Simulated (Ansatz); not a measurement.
# Strain response of Mg₃Sb₂

The calculation used DFT PBE, scalar-relativistic, plane waves, PAW in Ansatz. (420 eV cutoff, 12×12×6 k-mesh, Gaussian smearing of 0.01 eV, no spin polarisation)

Starting point, cell and atoms relaxed:

```
CELL_PARAMETERS angstrom
4.59387 0.00000 0.00000
-2.29693 3.97841 0.00000
0.00000 0.00000 7.27428
ATOMIC_POSITIONS crystal
Mg 0.33333 0.66667 0.63196
Mg 0.66667 0.33333 0.36804
Mg 0.00000 0.00000 0.00000
Sb 0.33333 0.66667 0.22563
Sb 0.66667 0.33333 0.77437
```

Deformation: c alone is stretched, the rest of the cell is held and the atoms relax, all within the symmetry that the strain leaves. Energies are extrapolated to zero smearing. Stress is positive in compression, on the Cartesian axes of the cell above. Gaps are Kohn–Sham gaps over the whole zone.

Spin-orbit coupling is left out, which matters for the bands and energies of heavy elements.

```csv
strain (%),ΔE (meV/atom),a (Å),b (Å),c (Å),σxx (GPa),σyy (GPa),σzz (GPa),gap (eV)
-6.0,24.6,4.594,4.594,6.838,1.81,1.81,5.05,metal
-4.0,10.8,4.594,4.594,6.983,1.08,1.08,3.32,metal
-2.0,?,4.594,4.594,7.129,?,?,?,?
+0.0,0.0,4.594,4.594,7.274,0.03,0.03,0.01,0.11
+2.0,2.4,4.594,4.594,7.420,-0.34,-0.34,-1.46,0.18
+4.0,?,4.594,4.594,7.565,?,?,?,?
+6.0,20.7,4.594,4.594,7.711,-0.90,-0.90,-3.94,0.23
```

(1) Fill in the row at -2.0 %.

(2) Fill in the row at +4.0 %.

Answers

(1) ΔE 2.6 meV/atom; σxx 0.49 GPa; σyy 0.49 GPa; σzz 1.61 GPa; gap 0.02 eV.

(2) ΔE 9.5 meV/atom; σxx -0.65 GPa; σyy -0.65 GPa; σzz -2.77 GPa; gap 0.25 eV.